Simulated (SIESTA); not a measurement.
Runs of SIESTA 5.4.2 on La2O3. The structure is trigonal, space group P-3m1 (No. 164). Conventional cell: a = 3.931 Å, b = 3.931 Å, c = 6.112 Å, α = 90.00°, β = 90.00°, γ = 120.00°. Around La (site symmetry 3m) lie 4 O at 2.36 to 2.44 Å. O (site symmetry -3m) is surrounded by 6 La at 2.72 Å. O (site symmetry 3m) is surrounded by 4 La at 2.36 to 2.44 Å. The cell is a database's computed one.

| task | level | potentials or basis | k mesh | wannier functions | bands left out below | projections | wannier mesh | gap on the mesh (eV) | pressure (GPa) | V0 of scaled cells (Å³/atom) | B0 (GPa) | largest force (eV/Å) |
| --- | --- | --- | --- | --- | --- | --- | --- | --- | --- | --- | --- | --- |
| equation of state | PBEsol | PseudoDojo 0.4 standard (PBEsol files), DZP (energy shift 0.003 Ry; two zetas on semicore shells) | 6 × 6 × 4 | - | - | - | - | - | - | 16.79 | 138 | - |
| band structure | AM05 | PseudoDojo 0.4 standard (PBEsol files), DZP (energy shift 0.003 Ry; two zetas on semicore shells) | 8 × 8 × 5 | - | - | - | - | 3.80 | 4.5 | - | - | 0.25 |
| band structure | LDA | PseudoDojo 0.4 standard (PBE and LDA files), DZP (energy shift 0.003 Ry; two zetas on semicore shells) | 8 × 8 × 5 | - | - | - | - | 3.68 | 0.8 | - | - | 0.22 |
| equation of state | LDA | PseudoDojo 0.4 standard (PBE and LDA files), DZP (energy shift 0.003 Ry; two zetas on semicore shells) | 6 × 6 × 4 | - | - | - | - | - | - | 16.45 | 147 | - |
| band structure | PBE | PseudoDojo 0.4 standard (PBE files), DZP (energy shift 0.003 Ry; two zetas on semicore shells) | 8 × 8 × 5 | - | - | - | - | 3.81 | (c) | - | - | 0.38 |
| band structure | PBEsol | PseudoDojo 0.4 standard (PBEsol files), DZP (energy shift 0.003 Ry; two zetas on semicore shells) | 8 × 8 × 5 | - | - | - | - | 3.72 | 3.8 | - | - | 0.28 |
| band structure | BLYP | PseudoDojo 0.4 standard (PBE files), DZP (energy shift 0.003 Ry; two zetas on semicore shells) | 8 × 8 × 5 | - | - | - | - | 3.91 | 14.1 | - | - | 0.51 |
| Wannier functions | PBE | PseudoDojo 0.4 standard (PBE files), SZP (energy shift 0.003 Ry; radii capped at 9.5 bohr) | 6 × 6 × 4 | 20 | 0 | ["O:s", "O:p", "La:s", "La:p"] | 5 × 5 × 3 | (b) | 10.9 | - | - | (a) |

Alike in all rows: no spin polarisation; cell as given; smearing fermi-dirac 0.05 eV; grid cutoff 800 Ry; energy shift 0.003 Ry.

Task: Estimate the missing entries.

Result: (a) 0.32; (b) 3.20; (c) 8.7.

Caveats: the basis of atomic orbitals isn't converged, which shifts pressures, moduli and gaps; spin-orbit coupling is left out, which moves the levels of the heavy elements (some runs); the mesh misses the band edges, which the band path finds closer together (some runs); the potentials were made for another functional, which shifts forces and pressure (some runs); the cell was scaled at fixed shape and fractional positions, which overstates the stiffness of a crystal with free parameters, most of all of layers and chains (some runs).

A k mesh can miss the band edges, and the runs leave out spin-orbit coupling on La.

Not every run made on this cell is shown here.
